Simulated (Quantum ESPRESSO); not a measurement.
# Ge (P6_3mc) in Quantum ESPRESSO: a series of runs

Runs on Ge. Level: LDA. Tasks: single point, equation of state.

Program: Quantum ESPRESSO 7.5. These are calculated values, not measurements. Logs are shortened: lines on timing, memory, paths and dates and some standing lists are left out, and cuts for length are marked.

## Step 1: The crystal as given

Symmetry: P6_3mc, No. 186, hexagonal system. The conventional cell has a = 4.050 Å, b = 4.050 Å, c = 10.993 Å, α = 90.00°, β = 90.00°, γ = 120.00°. Around Ge (site symmetry 3m) lie 3 Ge at 2.44 Å. Ge (site symmetry 3m) is surrounded by 3 Ge at 2.44 Å.

This isn't the form of Ge at room conditions, which is diamond.

## Step 2: Single point, LDA, 36.71 Å³/atom

pw.in reads:

```
&CONTROL
  calculation = 'scf'
  prefix = 'pwscf'
  outdir = './tmp'
  pseudo_dir = './pseudo'
  tprnfor = .true.
  tstress = .true.
  disk_io = 'nowf'
/
&SYSTEM
  ibrav = 0
  nat = 4
  ntyp = 1
  ecutwfc = 45
  ecutrho = 360
  nbnd = 38
  occupations = 'smearing'
  smearing = 'fd'
  degauss = 0.00367493
/
&ELECTRONS
  conv_thr = 8d-10
  electron_maxstep = 120
  mixing_beta = 0.5
/
ATOMIC_SPECIES
Ge    72.6300 ge_lda_v1.4.uspp.F.UPF
CELL_PARAMETERS angstrom
   3.9677200192    0.0000000000    0.0000000000
  -1.9838600096    3.4361463317    0.0000000000
   0.0000000000    0.0000000000   10.7689417645
ATOMIC_POSITIONS crystal
Ge     0.6666666667    0.3333333333    0.4148480000
Ge     0.3333333333    0.6666666667    0.9148480000
Ge     0.0000000000    0.0000000000    0.4774520000
Ge     0.0000000000    0.0000000000    0.9774520000
K_POINTS automatic
8 8 3 0 0 0
```

Potentials or basis: GBRV 1.5 LDA.

The run is started by

```
> OMP_NUM_THREADS=1 mpirun -n 2 pw.x -nk 2 -in pw.in > pw.out
```

pw.out:

```text
This program is part of the open-source Quantum ESPRESSO suite
     for quantum simulation of materials; please cite
[... 6 lines left out ...]
     using ibrav=0 with symmetry is DISCOURAGED, use correct ibrav instead

     K-points division:     npool     =       2
     Subspace diagonalization in iterative solution of the eigenvalue problem:
     a serial algorithm will be used

     G-vector sticks info
     --------------------
     sticks:   dense  smooth     PW     G-vecs:    dense   smooth      PW
     Sum        1393     691    199               114507    40389    6341

     Using Slab Decomposition

     bravais-lattice index     =            0
     lattice parameter (alat)  =       7.4979  a.u.
     unit-cell volume          =     990.7916 (a.u.)^3
     number of atoms/cell      =            4
     number of atomic types    =            1
     number of electrons       =        56.00
     number of Kohn-Sham states=           38
     kinetic-energy cutoff     =      45.0000  Ry
     charge density cutoff     =     360.0000  Ry
     scf convergence threshold =      8.0E-10
     mixing beta               =       0.5000
     number of iterations used =            8  plain     mixing
     Exchange-correlation=  SLA  PZ   NOGX NOGC
                           (   1   1   0   0   0   0   0)

     celldm(1)=   7.497904  celldm(2)=   0.000000  celldm(3)=   0.000000
     celldm(4)=   0.000000  celldm(5)=   0.000000  celldm(6)=   0.000000

     crystal axes: (cart. coord. in units of alat)
               a(1) = (   1.000000   0.000000   0.000000 )
               a(2) = (  -0.500000   0.866025   0.000000 )
               a(3) = (   0.000000   0.000000   2.714139 )

     reciprocal axes: (cart. coord. in units 2 pi/alat)
               b(1) = (  1.000000  0.577350 -0.000000 )
               b(2) = (  0.000000  1.154701  0.000000 )
               b(3) = (  0.000000 -0.000000  0.368441 )

     PseudoPot. # 1 for Ge read from file:
     ge_lda_v1.4.uspp.F.UPF
     Pseudo is Ultrasoft + core correction, Zval = 14.0
     Generated by new atomic code, or converted to UPF format
     Using radial grid of  873 points,  6 beta functions with:
                l(1) =   0
                l(2) =   0
                l(3) =   1
                l(4) =   1
                l(5) =   2
                l(6) =   2
     Q(r) pseudized with  8 coefficients,  rinner =    1.400   1.400   1.400
                                                       1.400   1.400

     atomic species   valence    mass     pseudopotential
     Ge               14.00    72.63000     Ge( 1.00)

     12 Sym. Ops. (no inversion) found ( 6 have fractional translation)

   Cartesian axes

     site n.     atom                  positions (alat units)
         1        Ge     tau(   1) = (   0.5000000   0.2886751   1.1259549  )
         2        Ge     tau(   2) = (  -0.0000000   0.5773503   2.4830242  )
         3        Ge     tau(   3) = (   0.0000000   0.0000000   1.2958709  )
         4        Ge     tau(   4) = (   0.0000000   0.0000000   2.6529401  )

     number of k points=    20  Fermi-Dirac smearing, width (Ry)=  0.0037
                       cart. coord. in units 2pi/alat
        k(    1) = (   0.0000000   0.0000000   0.0000000), wk =   0.0104167
        k(    2) = (   0.0000000   0.0000000   0.1228137), wk =   0.0208333
        k(    3) = (   0.0000000   0.1443376   0.0000000), wk =   0.0625000
        k(    4) = (   0.0000000   0.1443376   0.1228137), wk =   0.1250000
        k(    5) = (   0.0000000   0.2886751   0.0000000), wk =   0.0625000
        k(    6) = (   0.0000000   0.2886751   0.1228137), wk =   0.1250000
[... 12 lines left out ...]
        k(   19) = (   0.2500000   0.5773503   0.0000000), wk =   0.0625000
        k(   20) = (   0.2500000   0.5773503   0.1228137), wk =   0.1250000

     Dense  grid:   114507 G-vectors     FFT dimensions: (  45,  45, 128)

     Smooth grid:    40389 G-vectors     FFT dimensions: (  36,  36,  90)

     Initial potential from superposition of free atoms

     starting charge      55.9972, renormalised to      56.0000
     Starting wfcs are   36 randomized atomic wfcs +    2 random wfcs

     Self-consistent Calculation

     iteration #  1     ecut=    45.00 Ry     beta= 0.50
     Davidson diagonalization with overlap
     ethr =  1.00E-02,  avg # of iterations =  4.8

     Threshold (ethr) on eigenvalues was too large:
     Diagonalizing with lowered threshold

     Davidson diagonalization with overlap
     ethr =  1.38E-04,  avg # of iterations =  2.6

     total energy              =    -852.16413708 Ry
     estimated scf accuracy    <       0.08044014 Ry

     iteration #  2     ecut=    45.00 Ry     beta= 0.50
     Davidson diagonalization with overlap
     ethr =  1.44E-04,  avg # of iterations =  2.1

     total energy              =    -852.16542904 Ry
     estimated scf accuracy    <       0.00935811 Ry

     iteration #  3     ecut=    45.00 Ry     beta= 0.50
     Davidson diagonalization with overlap
     ethr =  1.67E-05,  avg # of iterations =  4.4

     total energy              =    -852.16605043 Ry
     estimated scf accuracy    <       0.00033333 Ry
[... 19 lines left out ...]
     total energy              =    -852.16607519 Ry
     estimated scf accuracy    <       0.00000010 Ry

     iteration #  7     ecut=    45.00 Ry     beta= 0.50
     Davidson diagonalization with overlap
     ethr =  1.78E-10,  avg # of iterations =  2.0

     total energy              =    -852.16607520 Ry
     estimated scf accuracy    <          7.6E-09 Ry

     iteration #  8     ecut=    45.00 Ry     beta= 0.50
     Davidson diagonalization with overlap
     ethr =  1.36E-11,  avg # of iterations =  2.1

     End of self-consistent calculation

          k = 0.0000 0.0000 0.0000 (  4999 PWs)   bands (ev):

   -21.6169 -21.6169 -21.6168 -21.6168 -21.5514 -21.5514 -21.5514 -21.5514
   -21.5258 -21.5257 -21.4483 -21.4483 -21.3457 -21.3457 -21.3457 -21.3457
   -21.3180 -21.3180 -21.3180 -21.3180  -8.5801  -8.5438  -0.8644  -0.3103
     2.5820   2.5820   2.5944   2.5944   3.6071   3.7759   4.4727   6.9419
     6.9692   6.9692   7.0036   7.0036   9.1460   9.8144

          k = 0.0000 0.0000 0.1228 (  4994 PWs)   bands (ev):

   -21.6168 -21.6168 -21.6168 -21.6168 -21.5514 -21.5514 -21.5514 -21.5514
   -21.5258 -21.5257 -21.4483 -21.4483 -21.3457 -21.3457 -21.3457 -21.3457
   -21.3180 -21.3180 -21.3180 -21.3180  -8.5711  -8.5529  -0.7417  -0.4671
     2.5851   2.5851   2.5913   2.5913   3.6192   3.6792   5.0296   6.1697
     6.9775   6.9775   6.9947   6.9947   9.4463   9.7180

          k = 0.0000 0.1443 0.0000 (  5008 PWs)   bands (ev):
[... 33 lines left out ...]
   -21.6446 -21.6446 -21.6305 -21.6304 -21.5822 -21.5821 -21.5104 -21.5104
   -21.5088 -21.5088 -21.4092 -21.4091 -21.3997 -21.3997 -21.3751 -21.3750
   -21.2982 -21.2981 -21.2653 -21.2653  -7.0648  -7.0339  -3.6157  -3.5929
     1.0826   1.1185   1.1479   1.5865   4.0655   4.2336   4.8091   5.0249
     7.3503   9.3418   9.7265   9.9106  10.2070  10.5207

          k = 0.0000 0.4330 0.1228 (  5051 PWs)   bands (ev):

   -21.6446 -21.6446 -21.6304 -21.6304 -21.5822 -21.5821 -21.5104 -21.5104
   -21.5088 -21.5088 -21.4091 -21.4091 -21.3997 -21.3997 -21.3751 -21.3751
   -21.2982 -21.2982 -21.2653 -21.2653  -7.0571  -7.0417  -3.6101  -3.5986
     1.1258   1.1405   1.1957   1.4460   4.0890   4.1734   4.9035   5.0004
     7.7011   8.6338   9.8364  10.0758  10.2233  10.4474

          k = 0.0000-0.5774 0.0000 (  5058 PWs)   bands (ev):

   -21.6470 -21.6470 -21.6249 -21.6249 -21.5941 -21.5940 -21.5127 -21.5126
   -21.5050 -21.5050 -21.4062 -21.4062 -21.4040 -21.4039 -21.3642 -21.3642
   -21.3033 -21.3032 -21.2602 -21.2601  -6.4284  -6.4117  -4.5559  -4.5406
     0.9482   0.9782   1.6687   1.8855   3.5605   3.8316   4.6008   4.6718
     7.9281   8.4801   9.8077   9.9003  10.3853  10.4610

          k = 0.0000-0.5774 0.1228 (  5048 PWs)   bands (ev):

   -21.6470 -21.6470 -21.6249 -21.6249 -21.5941 -21.5941 -21.5126 -21.5126
   -21.5050 -21.5050 -21.4062 -21.4062 -21.4039 -21.4039 -21.3642 -21.3642
   -21.3033 -21.3032 -21.2601 -21.2601  -6.4242  -6.4159  -4.5522  -4.5446
     0.9556   0.9706   1.7315   1.8419   3.5836   3.7166   4.6309   4.6597
     8.2864   8.6066   9.8741   9.9470  10.0402  10.2687

          k = 0.1250 0.2165 0.0000 (  5034 PWs)   bands (ev):

   -21.6375 -21.6375 -21.6275 -21.6275 -21.5592 -21.5591 -21.5303 -21.5302
   -21.5057 -21.5057 -21.4321 -21.4321 -21.3800 -21.3800 -21.3767 -21.3766
   -21.3019 -21.3019 -21.2806 -21.2806  -8.0495  -8.0142  -1.5083  -1.4204
     0.5006   1.0375   1.4784   1.4931   4.7891   5.8898   5.9388   5.9895
     6.6080   7.1632   8.6074   9.0115   9.0642   9.5379

          k = 0.1250 0.2165 0.1228 (  5047 PWs)   bands (ev):

   -21.6375 -21.6375 -21.6275 -21.6275 -21.5592 -21.5591 -21.5302 -21.5302
   -21.5057 -21.5057 -21.4321 -21.4321 -21.3800 -21.3800 -21.3767 -21.3767
   -21.3019 -21.3019 -21.2806 -21.2806  -8.0407  -8.0231  -1.4841  -1.4402
     0.6086   0.8718   1.4824   1.4900   5.1435   5.6895   5.9897   5.9961
     6.6551   6.9289   8.6527   8.8697   9.0197   9.1181
[... 51 lines left out ...]
   -21.6742 -21.6742 -21.6059 -21.6059 -21.5976 -21.5975 -21.4974 -21.4974
   -21.4643 -21.4643 -21.4306 -21.4306 -21.4186 -21.4186 -21.3595 -21.3595
   -21.3443 -21.3443 -21.2273 -21.2273  -5.8403  -5.8241  -4.9389  -4.9351
    -0.7346  -0.7233   2.4104   2.6608   3.3711   3.4274   7.4915   7.5783
     7.9739   8.0497   8.8159   9.1434  10.2515  10.5104

          k = 0.2500 0.5774 0.1228 (  5071 PWs)   bands (ev):

   -21.6742 -21.6742 -21.6059 -21.6059 -21.5976 -21.5975 -21.4974 -21.4974
   -21.4643 -21.4643 -21.4306 -21.4306 -21.4186 -21.4186 -21.3595 -21.3594
   -21.3443 -21.3443 -21.2273 -21.2273  -5.8362  -5.8281  -4.9381  -4.9362
    -0.7323  -0.7267   2.4897   2.6207   3.3606   3.3804   7.3547   7.4260
     8.0257   8.0347   9.3103   9.7341  10.4073  10.5271

     the Fermi energy is     2.9957 ev

!    total energy              =    -852.16607520 Ry
     estimated scf accuracy    <          7.6E-10 Ry
     smearing contrib. (-TS)   =      -0.00001171 Ry
     internal energy E=F+TS    =    -852.16606350 Ry

     The total energy is F=E-TS. E is the sum of the following terms:
     one-electron contribution =    -776.58500609 Ry
     hartree contribution      =     429.19127464 Ry
     xc contribution           =    -228.77382503 Ry
     ewald contribution        =    -275.99850702 Ry

     convergence has been achieved in   8 iterations

     Forces acting on atoms (cartesian axes, Ry/au):

     atom    1 type  1   force =    -0.00000000   -0.00000000    0.00456559
     atom    2 type  1   force =     0.00000000    0.00000000    0.00456559
     atom    3 type  1   force =     0.00000000    0.00000000   -0.00456559
     atom    4 type  1   force =     0.00000000    0.00000000   -0.00456559

     Total force =     0.009131     Total SCF correction =     0.000198

     Computing stress (Cartesian axis) and pressure

          total   stress  (Ry/bohr**3)                   (kbar)     P=       -9.19
  -0.00005902  -0.00000000   0.00000000           -8.68       -0.00        0.00
  -0.00000000  -0.00005902   0.00000000           -0.00       -8.68        0.00
   0.00000000   0.00000000  -0.00006948            0.00        0.00      -10.22

=------------------------------------------------------------------------------=
   JOB DONE.
=------------------------------------------------------------------------------=
```

Run time: 40 s. Hardware: 2 MPI ranks of Arm Neoverse V1, shared host; peak memory 0.58 GiB.

Results:

* Free energy: -11594.3101 eV
* Pressure: -0.9 GPa
* Largest force: 0.117 eV/Å
* Band gap on the k mesh: 0.70 eV, indirect (least direct gap 0.71 eV)

Caveat: an odd mesh through Γ misses points on the zone boundary, where band edges often lie.

## Step 3: Single point, LDA, 37.49 Å³/atom

Changes to pw.in since step 2:

```diff
@@ -28,5 +28,5 @@
 CELL_PARAMETERS angstrom
-   3.9677200192    0.0000000000    0.0000000000
-  -1.9838600096    3.4361463317    0.0000000000
-   0.0000000000    0.0000000000   10.7689417645
+   3.9956626301    0.0000000000    0.0000000000
+  -1.9978313150    3.4603453426    0.0000000000
+   0.0000000000    0.0000000000   10.8447818813
 ATOMIC_POSITIONS crystal
```

Potentials or basis: GBRV 1.5 LDA.

The run is started by

```
> OMP_NUM_THREADS=1 mpirun -n 2 pw.x -nk 2 -in pw.in > pw.out
```

Run time: 44 s. Hardware: 2 MPI ranks of Arm Neoverse V1, shared host; peak memory 0.6 GiB.

It converged, with:

```
Free energy            : -11594.2876 eV
Pressure               : -1.6 GPa
Largest force          : 0.175 eV/Å
Band gap on the k mesh : 0.69 eV, indirect (least direct gap 0.70 eV)
```

Caveat: an odd mesh through Γ misses points on the zone boundary, where band edges often lie.

## Step 4: Single point, LDA, 38.27 Å³/atom

Changes to pw.in since step 3:

```diff
@@ -28,5 +28,5 @@
 CELL_PARAMETERS angstrom
-   3.9956626301    0.0000000000    0.0000000000
-  -1.9978313150    3.4603453426    0.0000000000
-   0.0000000000    0.0000000000   10.8447818813
+   4.0232197949    0.0000000000    0.0000000000
+  -2.0116098974    3.4842105474    0.0000000000
+   0.0000000000    0.0000000000   10.9195758440
 ATOMIC_POSITIONS crystal
```

The run is started by

```
> OMP_NUM_THREADS=1 mpirun -n 2 pw.x -nk 2 -in pw.in > pw.out
```

Wall time 45 s (2 MPI ranks of Arm Neoverse V1, shared host); peak memory 0.6 GiB.

It converged, with:

```
Free energy            : -11594.2534 eV
Pressure               : -2.1 GPa
Largest force          : 0.225 eV/Å
Band gap on the k mesh : 0.67 eV, indirect (least direct gap 0.69 eV)
```

Caveat: an odd mesh through Γ misses points on the zone boundary, where band edges often lie.

## Step 5: Single point, LDA, 39.05 Å³/atom

Changes to pw.in since step 4:

```diff
@@ -28,5 +28,5 @@
 CELL_PARAMETERS angstrom
-   4.0232197949    0.0000000000    0.0000000000
-  -2.0116098974    3.4842105474    0.0000000000
-   0.0000000000    0.0000000000   10.9195758440
+   4.0504045371    0.0000000000    0.0000000000
+  -2.0252022685    3.5077532247    0.0000000000
+   0.0000000000    0.0000000000   10.9933590000
 ATOMIC_POSITIONS crystal
```

The run is started by

```
> OMP_NUM_THREADS=1 mpirun -n 2 pw.x -nk 2 -in pw.in > pw.out
```

Run time: 45 s. Hardware: 2 MPI ranks of Arm Neoverse V1, shared host; peak memory 0.62 GiB.

Results (log left out):

| Property | Result |
| --- | --- |
| Free energy | -11594.2090 eV |
| Pressure | -2.6 GPa |
| Largest force | 0.271 eV/Å |
| Band gap on the k mesh | 0.55 eV, indirect (least direct gap 0.68 eV) |

Caveat: an odd mesh through Γ misses points on the zone boundary, where band edges often lie.

## Step 6: Single point, LDA, 39.83 Å³/atom

Changes to pw.in since step 5:

```diff
@@ -28,5 +28,5 @@
 CELL_PARAMETERS angstrom
-   4.0504045371    0.0000000000    0.0000000000
-  -2.0252022685    3.5077532247    0.0000000000
-   0.0000000000    0.0000000000   10.9933590000
+   4.0772291900    0.0000000000    0.0000000000
+  -2.0386145949    3.5309840555    0.0000000000
+   0.0000000000    0.0000000000   11.0661648237
 ATOMIC_POSITIONS crystal
```

Potentials or basis: GBRV 1.5 LDA.

The run is started by

```
> OMP_NUM_THREADS=1 mpirun -n 2 pw.x -nk 2 -in pw.in > pw.out
```

Run time: 45 s. Hardware: 2 MPI ranks of Arm Neoverse V1, shared host; peak memory 0.62 GiB.

The run converged. Its results:

```
Free energy            : -11594.1553 eV
Pressure               : -3.1 GPa
Largest force          : 0.314 eV/Å
Band gap on the k mesh : 0.44 eV, indirect (least direct gap 0.58 eV)
```

Caveat: an odd mesh through Γ misses points on the zone boundary, where band edges often lie.

## Step 7: Single point, LDA, 40.61 Å³/atom

Changes to pw.in since step 6:

```diff
@@ -28,5 +28,5 @@
 CELL_PARAMETERS angstrom
-   4.0772291900    0.0000000000    0.0000000000
-  -2.0386145949    3.5309840555    0.0000000000
-   0.0000000000    0.0000000000   11.0661648237
+   4.1037054460    0.0000000000    0.0000000000
+  -2.0518527230    3.5539131659    0.0000000000
+   0.0000000000    0.0000000000   11.1380250504
 ATOMIC_POSITIONS crystal
```

The run is started by

```
> OMP_NUM_THREADS=1 mpirun -n 2 pw.x -nk 2 -in pw.in > pw.out
```

Wall time 45 s (2 MPI ranks of Arm Neoverse V1, shared host); peak memory 0.64 GiB.

It converged, with:

```
Free energy            : -11594.0938 eV
Pressure               : -3.4 GPa
Largest force          : 0.354 eV/Å
Band gap on the k mesh : 0.34 eV, indirect (least direct gap 0.49 eV)
```

Caveat: an odd mesh through Γ misses points on the zone boundary, where band edges often lie.

## Step 8: Single point, LDA, 41.39 Å³/atom

Changes to pw.in since step 7:

```diff
@@ -28,5 +28,5 @@
 CELL_PARAMETERS angstrom
-   4.1037054460    0.0000000000    0.0000000000
-  -2.0518527230    3.5539131659    0.0000000000
-   0.0000000000    0.0000000000   11.1380250504
+   4.1298444020    0.0000000000    0.0000000000
+  -2.0649222010    3.5765501658    0.0000000000
+   0.0000000000    0.0000000000   11.2089697979
 ATOMIC_POSITIONS crystal
```

The run is started by

```
> OMP_NUM_THREADS=1 mpirun -n 2 pw.x -nk 2 -in pw.in > pw.out
```

Run time: 47 s. Hardware: 2 MPI ranks of Arm Neoverse V1, shared host; peak memory 0.64 GiB.

The run converged. Its results:

```yaml
Free_energy: -11594.0255 eV
Pressure: -3.8 GPa
Largest_force: 0.393 eV/Å
Band_gap_on_the_k_mesh: 0.25 eV, indirect (least direct gap 0.41 eV)
```

Caveat: an odd mesh through Γ misses points on the zone boundary, where band edges often lie.

## Step 9: Equation of state, LDA

Potentials or basis: GBRV 1.5 LDA.

No new run: the results of the series are fitted here.

Results:

| Quantity | Value |
| --- | --- |
| Equilibrium volume | 35.84 Å³/atom (rough: see the caveat) |
| Bulk modulus at fixed shape and positions | 37 GPa (rough) |

Energy against volume, from the lowest point:
```tsv
volume (Å³/atom)	energy (meV/atom)
36.705	0.00
37.486	5.62
38.267	14.17
39.048	25.29
39.829	38.70
40.610	54.07
41.391	71.15
```

Caveat: the minimum lies outside the volumes run; the cell was scaled at fixed shape and fractional positions, which overstates the stiffness of a crystal with free parameters, most of all of layers and chains.
